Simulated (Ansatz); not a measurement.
# ZrO₂: the gap under strain, fitted and tested

Plane-wave DFT in Ansatz, r2SCAN, scalar-relativistic PAW potentials, cutoff 500 eV, no spin-orbit coupling; no spin polarisation. ZrO₂ in space group P4_2/nmc, which needn't be the usual phase of this composition. Biaxial strain in the a-b plane; c and atoms relaxed (conventional cell); Kohn–Sham gaps sought over the whole zone.

| strain (%) | space group | gap (eV) |
| --- | --- | --- |
| -4.5 | P4_2/nmc | 4.924 |
| -3.0 | P4_2/nmc | 4.835 |
| -1.5 | P4_2/nmc | 4.745 |
| +0.0 | P4_2/nmc | 4.598 |
| +1.5 | P4_2/nmc | 4.290 |
| +3.0 | P4_2/nmc | 3.987 |
| +4.5 | P4_2/nmc | ? |

Q: Fit the given gaps and predict the missing one.

A: Next to zero the slopes are -98 meV per % on the compressed side and -205 on the stretched side. The slope drops near zero while the symmetry stays the same, the mark of two bands or valleys crossing at an edge, so only the side of the missing row is fitted, by a line: E_g = 4.597 -0.2037 ε eV (ε in %; scatter 1 meV). At +4.5 % this gives 3.680 eV; the run gave 3.699 eV, 19 meV away. The fit holds.

Cost: about 5.6 core-minutes for the runs cited, on AMD EPYC 7R43 (Zen 3) (shared hosts).